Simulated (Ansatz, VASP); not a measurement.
This is a calculation of HfC for Ansatz 0.2.0. 

input.yaml

```yaml
crystal:
  lattice:
    - [0.0, 2.325, 2.325]
    - [2.325, 0.0, 2.325]
    - [2.325, 2.325, 0.0]
  atoms:
    - { symbol: Hf, position: [0.5, 0.5, 0.5] }
    - { symbol: C, position: [0.0, 0.0, 0.0] }
kpoints:
  mp_grid: { grid: [10, 10, 10] }
scf:
  occupations: { method: fermi_dirac, width: 0.05 }
hamiltonian:
  xc: pbe
  dispersion: d4
  pseudopotentials: { kind: all_electron, lapw: { basis_error: 0.001 } }
output:
  forces: true
  stress: true
relax:
  f_tol: 0.01
  max_steps: 60
  cell: {}
```

Potentials or basis: all-electron LAPW, scalar-relativistic.

Command:

```bash
$ ansatz run input.yaml --threads 1 --pin off --max-ram 3072MiB --backend cpu --events-out ev --progress --plain --runs-dir out
```

**Question.** What does the same run look like in VASP 6.6.1? Potentials or basis there: PBE PAW files C, Hf_pv, 600 eV.

**Answer.** As run (cutoffs and basis follow the program's own potentials, and thresholds, step limits or extra output files can differ):

File INCAR:

```
SYSTEM = HfC
ALGO = Normal
EDIFF = 1E-7
EDIFFG = -0.02
ENCUT = 600
GGA = PE
IBRION = 2
ISIF = 3
ISMEAR = -1
IVDW = 13
LASPH = .True.
LCHARG = .False.
LREAL = .False.
LWAVE = .False.
NELM = 60
NSW = 60
PREC = Accurate
SIGMA = 0.05
```

The input KPOINTS:

```
k-points
0
Gamma
  10 10 10
  0 0 0
```

File POSCAR:

```
HfC
1.0
    0.0000000000      2.3250000000      2.3250000000
    2.3250000000      0.0000000000      2.3250000000
    2.3250000000      2.3250000000      0.0000000000
Hf C
1 1
Direct
    0.5000000000      0.5000000000      0.5000000000
    0.0000000000      0.0000000000      0.0000000000
```

Potentials or basis: VASP PAW PBE potentials, release 64 (Hf_pv, C).

Command:

```console
$ cat potpaw_PBE.64/Hf_pv/POTCAR potpaw_PBE.64/C/POTCAR > POTCAR
$ mpirun -np 1 vasp_std > vasp.out
```

Both were run:

|  | Ansatz | VASP |
| --- | --- | --- |
| Relaxed volume | 12.39 Å³/atom | 12.36 Å³/atom |
| Relaxed cell | a = 3.273 Å, b = 3.273 Å, c = 3.273 Å, α = 60.00°, β = 60.00°, γ = 60.00° | a = 3.270 Å, b = 3.270 Å, c = 3.270 Å, α = 60.00°, β = 60.00°, γ = 60.00° |
| Space group after relaxing | Fm-3m (No. 225) | Fm-3m (No. 225) |
| Pressure after relaxing | 0.0 GPa | 0.0 GPa |

Where Ansatz's input types no cutoff or centring, it takes its own default and a Γ-centred mesh.

Pressure is positive in compression.
